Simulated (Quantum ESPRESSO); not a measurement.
The system is Cr.

```
Cr
1.0
     2.71400    0.00000    0.00000
    -1.35700    2.35039    0.00000
     0.00000    0.00000    4.41000
Cr
2
Cartesian
  1.3570 0.7835 3.3075
  0.0000 1.5669 1.1025
```

This isn't the form of Cr at room conditions, which is bcc.

```yaml
Program: Quantum ESPRESSO 7.5
Task: single point
Functional: PBEsol
Potentials_or_basis: GBRV 1.5 PBEsol
Cutoff: 612 eV
Density_cutoff: 4898 eV
k_mesh: 11 × 11 × 6
Occupations: fermi-dirac, width 0.05 eV
Spin: collinear spin, ferromagnetic start
Starting_moments: "[3.0, 3.0] μB"
```

On this cell: pressure -31.9 GPa; largest force under 0.003 eV/Å; net moment 1.76 μB per cell; site moments Cr +0.81 μB; band gap on the k mesh none (metal or under the smearing width).

The same run follows on a disturbed copy (atoms moved at random, drawn with an rms of 0.05 Å):

```
Cr
1.0
     2.71400    0.00000    0.00000
    -1.35700    2.35039    0.00000
     0.00000    0.00000    4.41000
Cr
2
Cartesian
  1.3866 0.7851 3.2815
  0.0005 1.5516 1.1229
```

Task: What changes?

Result: The energy (extrapolated to zero smearing) moves by +0.7 meV/atom; pressure -31.5 GPa; largest force 0.105 eV/Å; net moment 1.85 μB per cell; site moments Cr +0.84 μB; band gap on the k mesh none (metal or under the smearing width).

Forces in eV/Å, atoms in the order of the input:
```
Cr   0.031  0.018  0.099
Cr  -0.031 -0.018 -0.099
```

Stress tensor (GPa, compression positive):
```
-32.40   0.48   0.03
  0.48 -32.96   0.02
  0.03   0.02 -29.19
```

Caveats: a pressure of tens of GPa on the cell as given is suspect, and the run, the potentials or the cell itself is likely at fault (some runs); the cell as given lies far from equilibrium (some runs).
